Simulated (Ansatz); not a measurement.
# Hf (Im-3m) in Ansatz: further runs

The runs below take Hf through single point, with PBE.

Everything below comes from runs of Ansatz 0.2.0. Logs are shortened: lines on timing, memory, paths and dates and some standing lists are left out, and cuts for length are marked.

## Step 1: Starting point

The structure is cubic, space group Im-3m (No. 229). The conventional cell has a = 3.610 Å, b = 3.610 Å, c = 3.610 Å, α = 90.00°, β = 90.00°, γ = 90.00°. Hf (site symmetry m-3m) has 8 Hf at 3.13 Å as nearest neighbours.

This isn't the form of Hf at room conditions, which is hcp.

## Step 2: Single point, PBE

File input.yaml:

```yaml
crystal:
  lattice:
    - [-1.805, 1.805, 1.805]
    - [1.805, -1.805, 1.805]
    - [1.805, 1.805, -1.805]
  atoms:
    - { symbol: Hf, position: [0.0, 0.0, 0.0] }
hamiltonian:
  xc: pbe
  pseudopotentials: { kind: paw }
kpoints:
  mp_grid: { grid: [10, 10, 10] }
scf:
  occupations: { method: gaussian, width: 0.013 }
output:
  forces: true
  stress: true
  eigenvalues: true
```

Potentials or basis: Ansatz PAW.

Launch:

```console
> ansatz run input.yaml --threads 2 --pin off --max-ram 5632MiB --backend cpu --events-out ev --progress --plain --runs-dir out
```

The log of the run:

```text
Warning: RAYON_NUM_THREADS=2 ignored (pool sized by the plan → 2); use --threads N
Engine: ansatz 0.2.0, aarch64-unknown-linux-gnu
Pseudopotentials: kind: paw
Pseudopotential: Hf, paw, valence charge 26, recommended cutoff 420 eV (normal), Hf.paw.azcp
Functional definition: PBE
  parameter kappa = 0.804
  parameter beta = 0.06672455060314922
  exchange = pbe_x(kappa = kappa, mu = beta*pi^2/3)
  correlation = pbe_c(beta = beta)
Crystal: 1 atoms, lattice volume = 23.523 Å³
Basis set: ecut = 420 eV, 459 PW (Γ), exchange–correlation on 48×48×48 points (8 copies of the dense FFT grid, shifted against one another)
Bands: 17, of which v1, the nominal top of the filled ones, is band 13 counted from 1 (12 counted from 0)
Symmetry: 48 space group operations
Space group: Im-3m (ITA 229), of the structure as read, at distance tolerance 2.9e-5 Å
k-points: 47 of 1000
Non-local potential: Hf, projectors of the file, l = 0: 3, l = 1: 2, l = 2: 2, l = 3: 3
PAW form: soft (Blöchl's): semilocal exchange-correlation on the pseudo side does not see the compensation charge
PAW one-centre angular grid: Hf, 590 points (default); XC on 64 Gauss nodes
Initial density: superposition of atomic densities (neutral atoms: chi_scale 0, normalization atom), corrected by the library's trained network
Initial wavefunctions: pseudopotential atomic-orbital guess
Functional: x = pbe(κ = 0.804, μ = 0.2195149727645171), c = pbe(β = 0.06672455060314922)
SCF iter   1: F=—  HF=-15721.166208 eV  |F-HF|=—  |Δ(HF+E_count)|=         —  Δρ=2.13e-3  dr2=4.89e-4  ethr=1.77e-3  ⟨swp⟩=5.1  Hψ=3483  notcnv=0
preconditioner: auto → none  [insulator: Δε(μ)=0.054 eV  Ē_g=18.370 eV  σ=0.013 eV  W_gap=0.60  n_scr=12 (ndim 8)  ℏωp=37.5 eV  f_vac=0.000  D(μ)=4.02/eV (n_scr^D=78)  ε∞_Penn≈5.2]
SCF iter   2: F=—  HF=-15721.166139 eV  |F-HF|=—  |Δ(HF+E_count)|=   6.92e-5  Δρ=9.43e-4  dr2=9.58e-5  ethr=1.88e-6  ⟨swp⟩=2.5  Hψ=1869  notcnv=0  defer=7
SCF iter   3: F=—  HF=-15721.166170 eV  |F-HF|=—  |Δ(HF+E_count)|=   3.06e-5  Δρ=2.85e-4  dr2=1.50e-5  ethr=3.68e-7  ⟨swp⟩=2.0  Hψ=1215  notcnv=0  defer=7
SCF iter   4: F=—  HF=-15721.166155 eV  |F-HF|=—  |Δ(HF+E_count)|=   1.40e-5  Δρ=5.00e-5  dr2=2.65e-7  ethr=5.77e-8  ⟨swp⟩=2.0  Hψ=1395  notcnv=0  defer=7
iter 5 did not close the SCF: its close was put off for the readings that it lacked (scf_convergence_deferred on its scf_iter line)
SCF iter   5: F=-15721.166156 eV  HF=-15721.166156 eV  |F-HF|=1.30e-8  |Δ(HF+E_count)|=   2.28e-7  Δρ=1.37e-5  dr2=1.73e-8  ethr=1.02e-9  ⟨swp⟩=2.4  Hψ=1336  notcnv=0  defer=7
SCF iter   6: F=-15721.166156 eV  HF=-15721.166156 eV  |F-HF|=4.33e-10  |Δ(HF+E_count)|=   1.49e-8  Δρ=2.84e-6  dr2=1.05e-9  ethr=6.65e-11  ⟨swp⟩=3.4  Hψ=2940  notcnv=0
SCF 1 converged in 6 iterations: F = -15721.166156 eV  dr2 = 1.05e-9
SCF converged after 6 iterations
Free energy (F): -15721.166156 eV
Harris-Foulkes:  -15721.166156 eV  (|F-HF|=4.33e-10)
Internal energy: -15721.165816 eV  (E = F + TS)
E sigma→0 (E₀):  -15721.165986 eV
Entropy (-TS):   -0.000340 eV (-0.340 meV/atom)
Fermi energy:    18.504122 eV
--- Per-component energies (eV) ---
  E_band       = 6.223214
  E_kinetic    = 422.607685
  E_local      = -5202.308289  (includes V_loc(G=0)·N_el)
  E_nonlocal   = -1244.668088
  E_hartree    = 2436.272096
  E_xc         = -299.352628
  E_vxc        = -265.215831  (∫ρ·V_xc dr)
  E_paw        = -6927.223248  (= ΣΔE_a)
  E_vpaw       = 1423.266372  (= ΣTr[D̂ρ^β])
  E_aug_tail   = -0.000001  (compensation charges beyond the density's cutoff)
  E_ewald      = -4906.493341
  E_smearing   = -0.000340  (= −TS)
  E_closure    = 0.000000  (closes the sum)
  Σ components = -15721.166156   (vs F -15721.166156, Δ=0.00e0)
--- Forces (eV/Å), atoms counted from 1 ---
  atom   1  Hf    -0.00000000     0.00000000     0.00000000
  max |Σ_I F_I| component: 8.42e-32 eV/Å
--- Stress (GPa, compression-positive) ---
       -5.002664       0.000000      -0.000000
       -0.000000      -5.002664       0.000000
       -0.000000       0.000000      -5.002664
  P = ⅓ Tr σ = -5.0027 GPa (-50.027 kbar)
--- Band table (eV; the first three rows and the last of 47) ---
  k-point 0: bands = ["-43.1888", "-11.5015", "-11.5015", "-11.5015", "6.8423", "6.8423", "6.8423", "6.9046", "6.9046", "6.9046", "6.9298", "11.6318", "19.9781", "19.9781", "19.9781", "22.6182", "22.6182"]
  k-point 1: bands = ["-43.1837", "-11.5714", "-11.5237", "-11.5017", "6.8442", "6.8466", "6.8468", "6.9005", "6.9030", "6.9032", "6.9244", "11.9767", "19.7452", "19.8715", "20.3212", "22.2901", "22.6213"]
  k-point 2: bands = ["-43.1702", "-11.7502", "-11.5814", "-11.5023", "6.8483", "6.8580", "6.8586", "6.8907", "6.8935", "6.9003", "6.9163", "12.9222", "19.2033", "19.3825", "21.3179", "22.0518", "22.6851"]
  k-point 46: bands = ["-43.0937", "-11.9909", "-11.9909", "-11.9909", "6.8263", "6.8695", "6.8695", "6.8695", "6.9115", "6.9115", "6.9115", "16.1296", "16.1296", "24.9006", "24.9006", "24.9006", "25.3312"]
```

Run time: 0.8 s. Hardware: 2 threads of Arm Neoverse V1, shared host; peak memory 0.28 GiB.

What came out:

- Free energy: -15721.1662 eV
- Pressure: -5.0 GPa
- Band gap on the k mesh: none (metal or under the smearing width)

Spin-orbit coupling is left out, which matters for the levels of Hf.

## Step 3: Single point, PBE

Edit input.yaml of step 2 so:

```diff
@@ -13,3 +13,3 @@
 scf:
-  occupations: { method: gaussian, width: 0.013 }
+  occupations: { method: gaussian, width: 0.014 }
 output:
```

Potentials or basis: Ansatz PAW.

Launch:

```console
> ansatz run input.yaml --threads 2 --pin off --max-ram 5632MiB --backend cpu --events-out ev --progress --plain --runs-dir out
```

Wall time 0.78 s (2 threads of Arm Neoverse V1, shared host); peak memory 0.28 GiB.

It converged, with:

```
Free energy            : -15721.1662 eV
Pressure               : -5.0 GPa
Band gap on the k mesh : none (metal or under the smearing width)
```

Levels at points of the mesh, in eV from the Fermi level:
```
              k point  band 9  band 10  band 11  band 12  band 13  band 14  band 15  band 16  band 17
   (0.00, 0.00, 0.00)  -11.60   -11.60   -11.57    -6.87     1.47     1.47     1.47     4.11     4.11
  (0.00, 0.00, -0.50)  -11.60   -11.60   -11.59    -3.23    -0.43     0.88     3.92     4.87     7.16
(-0.50, -0.50, -0.50)  -11.59   -11.59   -11.59    -2.37    -2.37     6.40     6.40     6.40     6.83
```

Spin-orbit coupling is left out, which matters for the levels of Hf.
